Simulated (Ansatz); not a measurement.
**BeTe: phonons with PBEsol**

Crystal: BeTe.

```xyz
2
Lattice="0.0000 2.7700 2.7700 2.7700 0.0000 2.7700 2.7700 2.7700 0.0000" Properties=species:S:1:pos:R:3 pbc="T T T"
Te    4.1550    4.1550    4.1550
Be    0.0000    0.0000    0.0000
```

```yaml
Program: Ansatz 0.2.0
Task: phonons
Functional: PBEsol
Potentials_or_basis: Ansatz PAW
Cutoff: "420 eV (not typed: the program's choice for these potentials)"
k_mesh: 6 × 6 × 6
Occupations: fixed
Spin: no spin polarisation
q_mesh: 2 × 2 × 2
Path: "[[\"G\", \"X\", \"W\", \"K\", \"G\", \"L\", \"U\", \"W\", \"L\", \"K\"], [\"U\", \"X\"]]"
Points_for_each_segment_of_the_path: 8
```

```
Band gap on the k mesh                             : 1.75 eV, indirect (least direct gap 3.58 eV)
Highest phonon frequency, LO-TO splitting left out : 563 cm⁻¹
```

Levels at points of the mesh, in eV from the valence-band top:
```
             k point  band 6  band 7  band 8  band 9  band 10  band 11  band 12  band 13
  (0.00, 0.00, 0.00)  -12.67    0.00    0.00    0.00     3.58     3.58     3.58     4.09
 (0.00, 0.00, -0.50)  -11.20   -5.89   -1.21   -1.21     3.18     4.56     4.56     7.65
(0.00, -0.50, -0.50)  -10.66   -5.39   -2.84   -2.84     1.75     2.56    10.06    10.06
 (-0.50, 0.00, 0.00)  -11.20   -5.89   -1.21   -1.21     3.18     4.56     4.56     7.65
(-0.50, 0.00, -0.50)  -10.66   -5.39   -2.84   -2.84     1.75     2.56    10.06    10.06
```

Phonon frequencies in cm⁻¹ (negative: imaginary):
```tsv
q point	frequencies
(0.000, 0.000, 0.000)	0 0 0 493 493 493
(0.000, 0.000, -0.500)	66 66 163 484 484 531
(0.000, -0.500, -0.500)	94 94 165 459 459 563
```

Run time: 49 s on 2 threads of Intel(R) Xeon(R) Processor @ 2.50GHz (Skylake/Cascade Lake) (shared host), peak memory 0.53 GiB.

Caveat: spin-orbit coupling is left out, which moves the levels of the heavy elements; the q mesh is small, so phonon branches between its points and thermal values are rough. As with any semilocal functional, this PBEsol gap is likely too small.
